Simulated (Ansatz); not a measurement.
# BaF2: the cell at several levels of theory

An exercise on one series of results from a longer session: the logs are not shown, and one member is left open.

The runs shown are made with Ansatz 0.2.0. PAW datasets, plane waves, zero pressure. Computed at 0 K without zero-point motion; spin polarisation is off.

### The cell

The symmetry is Fm-3m (No. 225, cubic); conventional cell a = 6.200 Å, 19.86 Å³ an atom. Around Ba lie 8 F at 2.68 Å; around F lie 4 Ba at 2.68 Å.

Structure file:

Space group Fm-3m (No. 225). a = 6.200 Å, b = 6.200 Å, c = 6.200 Å, α = 90.00°, β = 90.00°, γ = 90.00°
```json
{"atom": "Ba", "site": "4a", "symmetry": "m-3m", "x": "0.0000", "y": "0.0000", "z": "0.0000"}
{"atom": "F", "site": "8c", "symmetry": "-43m", "x": "0.2500", "y": "0.7500", "z": "0.7500"}
```

The first run:

File input.yaml:

```yaml
crystal:
  lattice:
    - [0.0, 3.10005, 3.10005]
    - [3.10005, 0.0, 3.10005]
    - [3.10005, 3.10005, 0.0]
  atoms:
    - { symbol: Ba, position: [0.0, 0.0, 0.0] }
    - { symbol: F, position: [0.25, 0.25, 0.25] }
    - { symbol: F, position: [0.75, 0.75, 0.75] }
kpoints:
  mp_grid: { grid: [6, 6, 6] }
hamiltonian:
  xc: pbe
scf:
  occupations: { method: fermi_dirac, width: 0.02 }
relax:
  f_tol: 0.005
  cell: {}
```

On the command line:

```
> ansatz run input.yaml --threads 2 --pin off --max-ram 2211MiB --backend cpu --events-out ev --progress --plain --runs-dir out
```

Steps of the session up to this table: Relaxation with PBE; r2SCAN: cell and atoms; Relaxation with PBEsol; Relaxation with LDA; HSE06: cell and atoms.

One table of the session follows, with a row left open; its other results are not shown here.

```
 level  a (Å)  volume (Å³/atom)
   PBE  6.246            20.306
r2SCAN  6.194            19.806
PBEsol      ?                 ?
   LDA  6.045            18.406
 HSE06  6.207            19.925
```

Estimate the missing values for PBEsol.

**Answer.** a (Å): 6.138; volume (Å³/atom): 19.272. In the column «a (Å)» it lies between LDA (6.045) and r2SCAN (6.194).

What this shows: From the start to the first minimum the volume moved by +2.2 %. The volume runs from LDA (least) to PBE (most), a spread of 10.3 %, or 3.3 % in length if all axes shared it alike. The meshes differ: PBE 6×6×6, r2SCAN 6×6×6, PBEsol 6×6×6, LDA 6×6×6, HSE06 4×4×4.
